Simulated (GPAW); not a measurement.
# ZnSe (Stilleite) (F-43m) in GPAW: further runs, part 2 of 2

GPAW 26.7.0.

### 3 Band structure, PBE

File run.py:

```python
import spglib
from ase import Atoms
from ase.dft.bandgap import bandgap
from ase.io import read, write
from ase.units import GPa
from gpaw import GPAW, PW, setup_paths

setup_paths.insert(0, '.')

atoms = read('ZnSe.cif')
cell, positions, numbers = spglib.find_primitive(
    (atoms.cell[:], atoms.get_scaled_positions(), atoms.numbers), symprec=1e-4)
atoms = Atoms(numbers, cell=cell, scaled_positions=positions, pbc=True)

calc = GPAW(mode=PW(1100),
            xc='PBE',
            kpts={'size': (7, 7, 7), 'gamma': True},
            occupations={'name': 'fermi-dirac', 'width': 0.05},
            setups='sg15',
            nbands=-9,
            convergence={'density': 1e-05, 'energy': 1e-05},
            maxiter=150,
            txt='gpaw.txt')
atoms.calc = calc
energy = atoms.get_potential_energy()
forces = atoms.get_forces()
stress = atoms.get_stress()
calc.write('gs.gpw')
write('result.traj', atoms)
print(f'Energy: {energy:.6f} eV')
print('Forces (eV/A):')
print(forces.round(4))
print('Stress (GPa):', (stress / GPa).round(3))
print('Fermi level:', round(calc.get_fermi_level(), 4), 'eV')
print(f'Gap: {bandgap(calc)[0]:.4f} eV, direct: {bandgap(calc, direct=True)[0]:.4f} eV')

path = atoms.cell.bandpath('GXWKGLUWLK,UX', npoints=100, eps=1e-4)
bs_calc = calc.fixed_density(kpts=path, symmetry='off', nbands=-19,
                             convergence={'bands': 'CBM+6.0', 'eigenstates': 1e-6}, txt='bands.txt')
bs = bs_calc.band_structure()
bs.write('bs.json')
print(f'Gap on the path: {bandgap(bs_calc)[0]:.4f} eV')
```

File ZnSe.cif:

```cif
data_ZnSe
_cell_length_a 5.66760000
_cell_length_b 5.66760000
_cell_length_c 5.66760000
_cell_angle_alpha 90.00000000
_cell_angle_beta 90.00000000
_cell_angle_gamma 90.00000000
_space_group_name_H-M_alt 'F-43m'
_space_group_name_Hall 'F -4 2 3'
_space_group_IT_number 216
loop_
_space_group_symop_operation_xyz
'x,y,z'
'y,-x,-z'
'-x,-y,z'
'-y,x,-z'
'x,-y,-z'
'y,x,z'
'-x,y,-z'
'-y,-x,z'
'z,x,y'
'-z,y,-x'
'z,-x,-y'
'-z,-y,x'
'-z,x,-y'
'z,y,x'
'-z,-x,y'
'z,-y,-x'
'y,z,x'
'-x,-z,y'
'-y,z,-x'
'x,-z,-y'
'-y,-z,x'
'x,z,y'
'y,-z,-x'
'-x,z,-y'
'x,y+1/2,z+1/2'
'y,-x+1/2,-z+1/2'
'-x,-y+1/2,z+1/2'
'-y,x+1/2,-z+1/2'
'x,-y+1/2,-z+1/2'
'y,x+1/2,z+1/2'
'-x,y+1/2,-z+1/2'
'-y,-x+1/2,z+1/2'
'z,x+1/2,y+1/2'
'-z,y+1/2,-x+1/2'
'z,-x+1/2,-y+1/2'
'-z,-y+1/2,x+1/2'
'-z,x+1/2,-y+1/2'
'z,y+1/2,x+1/2'
'-z,-x+1/2,y+1/2'
'z,-y+1/2,-x+1/2'
'y,z+1/2,x+1/2'
'-x,-z+1/2,y+1/2'
'-y,z+1/2,-x+1/2'
'x,-z+1/2,-y+1/2'
'-y,-z+1/2,x+1/2'
'x,z+1/2,y+1/2'
'y,-z+1/2,-x+1/2'
'-x,z+1/2,-y+1/2'
'x+1/2,y,z+1/2'
'y+1/2,-x,-z+1/2'
'-x+1/2,-y,z+1/2'
'-y+1/2,x,-z+1/2'
'x+1/2,-y,-z+1/2'
'y+1/2,x,z+1/2'
'-x+1/2,y,-z+1/2'
'-y+1/2,-x,z+1/2'
'z+1/2,x,y+1/2'
'-z+1/2,y,-x+1/2'
'z+1/2,-x,-y+1/2'
'-z+1/2,-y,x+1/2'
'-z+1/2,x,-y+1/2'
'z+1/2,y,x+1/2'
'-z+1/2,-x,y+1/2'
'z+1/2,-y,-x+1/2'
'y+1/2,z,x+1/2'
'-x+1/2,-z,y+1/2'
'-y+1/2,z,-x+1/2'
'x+1/2,-z,-y+1/2'
'-y+1/2,-z,x+1/2'
'x+1/2,z,y+1/2'
'y+1/2,-z,-x+1/2'
'-x+1/2,z,-y+1/2'
'x+1/2,y+1/2,z'
'y+1/2,-x+1/2,-z'
'-x+1/2,-y+1/2,z'
'-y+1/2,x+1/2,-z'
'x+1/2,-y+1/2,-z'
'y+1/2,x+1/2,z'
'-x+1/2,y+1/2,-z'
'-y+1/2,-x+1/2,z'
'z+1/2,x+1/2,y'
'-z+1/2,y+1/2,-x'
'z+1/2,-x+1/2,-y'
'-z+1/2,-y+1/2,x'
'-z+1/2,x+1/2,-y'
'z+1/2,y+1/2,x'
'-z+1/2,-x+1/2,y'
'z+1/2,-y+1/2,-x'
'y+1/2,z+1/2,x'
'-x+1/2,-z+1/2,y'
'-y+1/2,z+1/2,-x'
'x+1/2,-z+1/2,-y'
'-y+1/2,-z+1/2,x'
'x+1/2,z+1/2,y'
'y+1/2,-z+1/2,-x'
'-x+1/2,z+1/2,-y'
loop_
_atom_site_label
_atom_site_type_symbol
_atom_site_symmetry_multiplicity
_atom_site_Wyckoff_symbol
_atom_site_fract_x
_atom_site_fract_y
_atom_site_fract_z
_atom_site_occupancy
Se1 Se 4 c 0.2500000000 0.2500000000 0.2500000000 1
Zn1 Zn 4 a 0.0000000000 0.0000000000 0.0000000000 1
```

Potentials or basis: SG15 ONCV 1.2, pw.

Command:

```console
OMP_NUM_THREADS=1 python run.py
```

Wall time 2.3 min (1 thread of Arm Neoverse V1, shared host); peak memory 0.53 GiB.

It converged, with:

```
Free energy             : -5705.5307 eV
Pressure                : 2.2 GPa
Band gap on the k mesh  : 1.28 eV, direct
Band gap along the path : 1.28 eV, direct
```

Levels at the corners of the path, in eV from the valence-band top:
```
point  band 11  band 12  band 13  band 14  band 15  band 16
    Γ     0.00     0.00     0.00     1.28     5.80     5.80
    X    -4.75    -2.18    -2.18     2.98     3.45    10.73
    W    -4.68    -2.76    -2.66     5.48     5.55     6.96
    K    -4.72    -3.09    -1.79     3.58     5.59     9.04
    Γ     0.00     0.00     0.00     1.28     5.80     5.80
    L    -5.23    -0.87    -0.87     2.53     6.38     6.38
    U    -4.72    -3.09    -1.79     3.58     5.59     9.04
    W    -4.68    -2.76    -2.66     5.48     5.55     6.96
    L    -5.23    -0.87    -0.87     2.53     6.38     6.38
    K    -4.72    -3.09    -1.79     3.58     5.59     9.04
    U    -4.72    -3.09    -1.79     3.58     5.59     9.04
    X    -4.75    -2.18    -2.18     2.98     3.45    10.73
```

### 4 Equation of state, optB88-vdW

File run.py:

```python
from ase.eos import EquationOfState
from ase.io import Trajectory
from ase.spacegroup import crystal
from ase.units import GPa
from gpaw import GPAW, PW

# Se 4c
# Zn 4a
atoms = crystal(['Se', 'Zn'],
                basis=[[0.25, 0.25, 0.25],
                       [0.0, 0.0, 0.0]],
                spacegroup=216, setting=1,  # F-43m
                cellpar=[5.6676, 5.6676, 5.6676, 90.0, 90.0, 90.0],
                primitive_cell=True)

traj = Trajectory('eos.traj', 'w')
volumes, energies = [], []
for x in [0.94, 0.96, 0.98, 1.0, 1.02, 1.04, 1.06]:
    a = atoms.copy()
    a.set_cell(atoms.cell * x**(1 / 3), scale_atoms=True)
    calc = GPAW(mode=PW(600),
                xc={'name': 'optB88-vdW', 'backend': 'libvdwxc'},
                kpts={'size': (7, 7, 7), 'gamma': True},
                occupations={'name': 'fermi-dirac', 'width': 0.05},
                nbands=18,
                convergence={'density': 1e-05, 'energy': 1e-05},
                maxiter=150,
                legacy_gpaw=True,
                txt=f'eos-{x:.2f}.txt')
    a.calc = calc
    energies.append(a.get_potential_energy(force_consistent=True))
    volumes.append(a.get_volume())
    calc.write(f'eos-{x:.2f}.gpw')
    traj.write(a)
    print(f'{x:.2f} {volumes[-1]:10.4f} A^3 {energies[-1]:14.6f} eV', flush=True)

v0, e0, B = EquationOfState(volumes, energies, eos='birchmurnaghan').fit()
print(f'V0 = {v0:.4f} A^3, E0 = {e0:.6f} eV, B0 = {B / GPa:.2f} GPa')
```

Potentials or basis: GPAW PAW data sets (gpaw-data 1.2.1), pw.

Command:

```console
OMP_NUM_THREADS=1 python run.py
```

It took 79 s on 1 thread of Arm Neoverse V1, shared host; peak memory 0.22 GiB.

The run converged. Its results:

```yaml
Equilibrium_volume: 23.80 Å³/atom
Bulk_modulus: 55 GPa
Pressure_derivative_of_the_bulk_modulus: "5.1 (rough: it moves with the points fitted)"
```

Energy against volume, from the lowest point:
| volume (Å³/atom) | energy (meV/atom) |
| --- | --- |
| 21.391 | 51.75 |
| 21.846 | 32.60 |
| 22.301 | 18.32 |
| 22.757 | 8.43 |
| 23.212 | 2.48 |
| 23.667 | 0.00 |
| 24.122 | 0.54 |

Caveat: the PAW data sets were made with another functional, which shifts forces and pressure a little. Zero-point motion and thermal expansion aren't in these numbers.

### 5 The runs side by side

| task | level | potentials or basis | spin | cutoff (eV) | band path | band points | spin axis theta (degrees) | spin axis phi (degrees) | soc after scf | gap on the mesh (eV) | pressure (GPa) |
| --- | --- | --- | --- | --- | --- | --- | --- | --- | --- | --- | --- |
| band structure | LDA | the program's PAW data sets (release 1.2.1) made for this functional, pw | SOC, no magnetisation | 600 | GXWKGLUWLK,UX | 80 | 90 | 45 | second variation | 0.91 | -3.6 |
| band structure | PBE | SG15 ONCV 1.2, pw | off | 1100 | GXWKGLUWLK,UX | 100 | - | - | - | 1.28 | 2.2 |
| equation of state | optB88-vdW | GPAW PAW data sets (gpaw-data 1.2.1), pw | off | 600 | - | - | - | - | - | - | - |

Alike in all rows: cell as given; k mesh 7 × 7 × 7; smearing fermi-dirac 0.05 eV.

Caveats: spin-orbit coupling was added after a scalar SCF, so levels and gaps hold it while energy, forces, pressure and moments don't (some runs); this program's spin-orbit splittings come out too wide for heavy elements (some runs); the PAW data sets were made with another functional, which shifts forces and pressure a little (some runs).

Total energies depend on the potentials used, so only differences within one code and one set of settings carry meaning.

### 6 How close it comes

Step 2. Measured gap of ZnSe: 2.695 eV (an exciton energy, a little under the gap; 300 K; “Alloy Disordering Effects on the Thermal Conductivity and Energy Gap Temperature Dependence of Cd1−xZnxSe Ternary Crystals Grown by the Bridgman Method”, 2023, pmc:10253836). This calculation gives 0.91 eV (-1.79 eV). So large a miss can be the level of theory's own, or it may mean another phase, state or a wrong row. The value is that of LDA, without temperature or zero-point motion. Semilocal functionals fall short of measured gaps as a rule.

Step 3. Against the measured gap of ZnSe, 2.695 eV (an exciton energy, a little under the gap; 300 K; “Alloy Disordering Effects on the Thermal Conductivity and Energy Gap Temperature Dependence of Cd1−xZnxSe Ternary Crystals Grown by the Bridgman Method”, 2023, pmc:10253836), the calculated 1.28 eV is off by -1.42 eV. So large a miss can be the level of theory's own, or it may mean another phase, state or a wrong row. Spin-orbit coupling on Se is left out. The value is that of PBE, without temperature or zero-point motion. Semilocal functionals fall short of measured gaps as a rule.
